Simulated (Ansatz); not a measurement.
BaTe: pressure against volume per atom

Results calculated with Ansatz 0.2.0, not measured. Periodic Kohn-Sham DFT of a crystal at fixed atoms; pressure and stress are positive in compression; the energy is the free energy less that of spherical unpolarised free atoms; site moments are those in the method's own spheres, positive along +z.

Cell of the first row (space group Fm-3m, No. 225):
```
CELL_PARAMETERS angstrom
0.00000 3.35220 3.35220
3.35220 0.00000 3.35220
3.35220 3.35220 0.00000
ATOMIC_POSITIONS crystal
Ba 0.00000 0.00000 0.00000
Te 0.50000 0.50000 0.50000
```

Settings of every row: method frozen-core PAW; functional PBE; relativity scalar; k mesh 10x10x10; filling fermi-dirac; smearing width 0.05 eV; wave cutoff 420 eV; paw set soft_2.

Atom start moment: 0 on all atoms.

Limits: no spin-orbit coupling on heavy atoms.

```csv
row,volume per atom (Å³),pressure (GPa)
1,37.669,6.324
2,38.661,?
3,39.652,3.807
4,40.643,2.764
5,41.634,1.842
```

Question: what pressure should row 2 give?

Worked fit of pressure. Take u = (V_r/V)^(2/3) − 1 with V_r = 40.148 Å³ an atom, which is twice the finite (Eulerian) strain; such expansions in the strain, on which the Birch-Murnaghan equation of state is built, carry the rest volume and the bulk modulus. The shown rows have u = 0.04341, 0.00832, -0.00814, -0.02394. Least squares give pressure = 3.2688 + 63.422 × u + 160.22 × u² GPa; a straight line predicts inner rows, each left out in turn, worse (root mean square 0.11 against 0.0017 GPa). The rows lie off it by 0.000, -0.001, 0.001, 0.000. The withheld row has u = 0.02548, so the fit gives 3.2688 + 63.422 × (0.02548) + 160.22 × (0.02548)² = 4.989 GPa.

The calculation gave 4.987 GPa. The fit lies 0.002 GPa (0.045 % of the column's range) above it; its largest miss of a shown row is 0.001 GPa.
